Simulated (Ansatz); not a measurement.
# Fe: the cost of one run

Method: DFT PBE, scalar-relativistic, plane waves, PAW, in Ansatz 0.2.0.

## (1) The structure to begin with

The structure is tetragonal, space group I4_1/amd (No. 141). The conventional cell has a = 4.453 Å, b = 4.453 Å, c = 2.429 Å, α = 90.00°, β = 90.00°, γ = 90.00°. Fe (site symmetry -4m2) is surrounded by 6 Fe at 2.31 to 2.43 Å.

Structure file:

```xyz
2
Lattice="-2.2267 2.2267 1.2147 2.2267 -2.2267 1.2147 2.2267 2.2267 -1.2147" Properties=species:S:1:pos:R:3 pbc="T T T"
Fe    0.0000    0.0000    0.0000
Fe    0.0000    2.2267    0.6074
```

This is candidate A: beta-tin type (I4_1/amd, No. 141).

(A quick probe on a coarse mesh, which set the mesh and smearing, is not shown.)

## (3) Rough relaxation on the coarse mesh (candidate A)

input.yaml

```yaml
crystal:
  lattice:
    - [-2.2266965569, 2.2266965569, 1.2147040754]
    - [2.2266965569, -2.2266965569, 1.2147040754]
    - [2.2266965569, 2.2266965569, -1.2147040754]
  atoms:
    - { symbol: Fe, position: [0.0, 0.0, 0.0], spin: 2.44 }
    - { symbol: Fe, position: [0.75, 0.25, 0.5], spin: 2.44 }
basis:
  ecutwfc: 420
kpoints:
  mp_grid: { grid: [8, 8, 8] }
hamiltonian:
  xc: pbe
scf:
  occupations: { method: gaussian, width: 0.1 }
  lower_state_search: "off"
output:
  forces: true
  stress: true
  eigenvalues: true
  populations: true
magnetization:
  spin_polarized: true
relax:
  adjacent_minimum: "off"
  f_tol: 0.04
  max_steps: 70
  cell: { stress_tol: 0.4 }
```

What time and memory should one allow on 1 thread of an Arm CPU, shared host?

About 21 s, with a peak of 0.32 GiB.
